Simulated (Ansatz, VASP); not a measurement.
# Cross-check of Pt (dimer Pt chain) between VASP and Ansatz, part 2 of 2

Wanted: the spread between two codes on one cell, functional and k mesh. The structure shown is the start of the Ansatz relaxation below; VASP solves that cell, so the two are compared at the walk's first step.

VASP 6.6.1 and Ansatz 0.2.0.

So far. Step 4 (Differences): The forces differ by 33 meV/Å r.m.s., which is 2.5 % of the r.m.s. force of 1.331 eV/Å (both taken over all components).

## Step 7: Differences

What differs besides the data sets and the points named for the pairs above, as far as they apply: the data sets hold 36 valence electrons in Ansatz (on its default PAW (the set named soft_2) files) and 20 in VASP. Total energies have different zeros and are not compared.

Forces (eV/Å; atoms numbered as in POSCAR):

| atom | Ansatz x, y, z | VASP x, y, z |
| --- | --- | --- |
| Pt1 | 0.000, 0.000, -2.363 | 0.000, 0.000, -2.305 |
| Pt2 | 0.000, 0.000, 2.363 | 0.000, 0.000, 2.305 |

The forces differ by 33 meV/Å r.m.s., which is 2.5 % of the r.m.s. force of 1.331 eV/Å (both taken over all components). Moments aren't recorded for both runs of this pair, so they may hold unlike magnetic states.

## Step 8: Ansatz: relaxation, LDA

The two programs are compared at the cell with which this relaxation starts, whose forces are those of its first step.

The structure compared here is the start of the Ansatz relaxation; VASP solves that cell, so the two are compared at the walk's first step.

File input.yaml:

```yaml
crystal:
  lattice:
    - [7.5, 0.0, 0.0]
    - [0.0, 7.5, 0.0]
    - [0.0, 0.0, 5.168]
  atoms:
    - { symbol: Pt, position: [0.5, 0.5, 0.0], spin: 0.6 }
    - { symbol: Pt, position: [0.5, 0.5, 0.45], spin: 0.6 }
magnetization:
  spin_polarized: true
kpoints:
  mp_grid: { grid: [1, 1, 16] }
scf:
  occupations: { method: fermi_dirac, width: 0.05 }
hamiltonian:
  xc: lda
relax:
  cell: { fix: [a, b, alpha, beta, gamma] }
  max_steps: 60
```

Command:

```
$ ansatz run input.yaml --threads 4 --pin off --max-ram 8192MiB --backend cpu --events-out ev --progress --plain --runs-dir out
```

Numbers of over 12 decimals in the logs are rounded to 6 here.

The program printed:

```text
[...]
Crystal: 2 atoms, lattice volume = 290.700 Å³
Basis set: ecut = 420 eV, 5729 PW (Γ)
Bands: 23, of which v1, the nominal top of the filled ones, is band 18 counted from 1 (17 counted from 0)
Symmetry: 16 space group operations
[...]
k-points: 9 of 16
[...]
Starting moments: Σ|m| = 1.2 μB on 2 of 2 sites
[...]
0.000000      -0.094691       0.000000
        0.000000       0.000000       0.004691
  P = ⅓ Tr σ = -0.0616 GPa (-0.616 kbar)
--- Relaxed structure (5 steps of the walk, 5 accepted, 1 SCFs on fresh bases) ---
[...]
cell:  # Å, volume = 259.0507 Å³
    - [7.5, 0.0, 0.0]
    - [0.0, 7.5, 0.0]
    - [0.0, 0.0, 4.605345]
  atoms:
    - { symbol: Pt, position: [0.5, 0.5, -0.025000] }
    - { symbol: Pt, position: [0.5, 0.5, 0.475000] }
[key lines of the parts left out:]
SCF converged after 7 iterations
Magnetization: 0.0000 μB (18.0000 up, 18.0000 down)
Free energy (F): -24483.273816 eV
Fermi energy:    -2.961978 eV
```

## Step 9: VASP: single point, LDA, start cell

The same cell, functional (in two slightly different forms), mesh and smearing now go to VASP, with its own data sets.

File INCAR:

```
SYSTEM = Pt
PREC = Accurate
ENCUT = 400
EDIFF = 1E-06
NELM = 200
ISMEAR = -1
SIGMA = 0.05
LREAL = .FALSE.
ALGO = Normal
GGA = CA
NBANDS = 17
ISPIN = 2
MAGMOM = 0 0
LASPH = .TRUE.
LMAXMIX = 4
LORBIT = 11
LWAVE = .FALSE.
LCHARG = .FALSE.
ISIF = 2
GGA_COMPAT = .FALSE.
KPAR = 2
```

File POSCAR:

```
Pt
1.0
    7.5000000000      0.0000000000      0.0000000000
    0.0000000000      7.5000000000      0.0000000000
    0.0000000000      0.0000000000      5.1680000000
Pt
2
Direct
    0.5000000000      0.5000000000      0.0000000000
    0.5000000000      0.5000000000      0.4500000000
```

File KPOINTS:

```
Automatic mesh
0
Gamma
1 1 16
0 0 0
```

PAW data sets: Pt (LDA family, release 64).

Command:

```
$ mpirun -np 2 vasp_std
```

The program printed:

```text
[banner, memory and clock lines left out]
running    2 mpi-ranks, on    1 nodes
[...]
LDA part: xc-table for (Slater(with rela. corr.)+CA(PZ))
 , standard interpolation
 POSCAR, INCAR and KPOINTS ok, starting setup
[...]
entering main loop
       N       E                     dE             d eps       ncg     rms          rms(c)
DAV:   1     0.112526143353E+03    0.11253E+03   -0.53230E+03   612   0.674E+02
DAV:   2     0.197918793013E+01   -0.11055E+03   -0.98190E+02   979   0.122E+02
DAV:   3    -0.770506284509E+01   -0.96843E+01   -0.92604E+01   645   0.460E+01
DAV:   4    -0.781859877790E+01   -0.11354E+00   -0.11292E+00   738   0.537E+00
[...]
DAV:  14    -0.707717335836E+01   -0.61762E-04   -0.13453E-05   614   0.986E-03    0.175E-03
DAV:  15    -0.707718125406E+01   -0.78957E-05   -0.11960E-06   591   0.259E-03    0.132E-03
DAV:  16    -0.707718207315E+01   -0.81909E-06   -0.93355E-08   479   0.111E-03
   1 F= -.70771821E+01 E0= -.70515258E+01  d E =-.513125E-01  mag=    -0.0000
```

Parts of OUTCAR (step 9):

```text
  Total       -0.1974133     -0.1974133     -9.5939108      0.0000000      0.0000000     -0.0000000
  in kB       -1.0880329     -1.0880329    -52.8763208      0.0000000      0.0000000     -0.0000000
  external PRESSURE =     -18.3507955 kB  Pullay stress =       0.0000000 kB

 POSITION                                       TOTAL-FORCE (eV/Angst)
 -----------------------------------------------------------------------------------
      3.75000      3.75000      0.00000         0.000000     -0.000000     -1.890390
      3.75000      3.75000      2.32560         0.000000      0.000000      1.890390
 -----------------------------------------------------------------------------------
    total drift:                                0.000000     -0.000000     -0.000004

  FREE ENERGIE OF THE ION-ELECTRON SYSTEM (eV)
  ---------------------------------------------------
  free  energy   TOTEN  =        -7.0771820731 eV

  energy  without entropy=       -7.0258695763  energy(sigma->0) =       -7.05152582

 magnetization (x)
# of ion       s       p       d       tot
------------------------------------------
    1       -0.000  -0.000  -0.000  -0.000
    2       -0.000  -0.000  -0.000  -0.000
--------------------------------------------------
tot         -0.000  -0.000  -0.000  -0.000

[... 2 parts as in an earlier step ...]

[... 1 further part left out ...]
[key lines of the parts left out:]
E-fermi :  -4.7244
```

## Step 10: Side by side

What differs besides the data sets and the points named for the pairs above, as far as they apply: the two LDA forms differ slightly; the data sets hold 36 valence electrons in Ansatz (on its default PAW (the set named soft_2) files) and 20 in VASP; VASP's log shows a relativistic correction to its local exchange, Ansatz's none. Total energies have different zeros and are not compared.

Forces (eV/Å; atoms numbered as in POSCAR):

| atom | Ansatz x, y, z | VASP x, y, z |
| --- | --- | --- |
| Pt1 | 0.000, 0.000, -1.882 | 0.000, 0.000, -1.890 |
| Pt2 | 0.000, 0.000, 1.882 | 0.000, 0.000, 1.890 |

The forces differ by 4.6 meV/Å r.m.s., which is 0.4 % of the r.m.s. force of 1.091 eV/Å (both taken over all components). Moments aren't recorded for both runs of this pair, so they may hold unlike magnetic states.

## Step 11: Outcome

```yaml
r_m_s_force_difference_single_point_pbe_start_cell_pair_1: 2.5 % of the r.m.s. force
r_m_s_force_difference_single_point_pbe_start_cell_pair_2: 2.5 % of the r.m.s. force
r_m_s_force_difference_single_point_lda_start_cell: 0.43 % of the r.m.s. force
```

In words: The r.m.s. force difference is 2.5 % of the r.m.s. force (single point, PBE, start cell, pair 2), within the 3 % picked in this series as the mark of a large difference. The data sets hold unlike numbers of valence electrons (36 in Ansatz and 20 in VASP), so part of the differences comes from the potentials. 7 further runs of this series are not shown here. How closely two codes agree says nothing of how well the functional describes the real material.

[Lines on the potential files, build, host, timing and source positions are cut from VASP's logs without a mark.]

[Logs are printed without paths, hosts, clocks, repeated set-up lines and the standing remarks that a program may print on its own settings, such as how far it seeks lower states.]

[Hosts, paths, dates, database ids (printed as entryN), source tags and the programs' standing remarks are cut or masked in the printed files.]
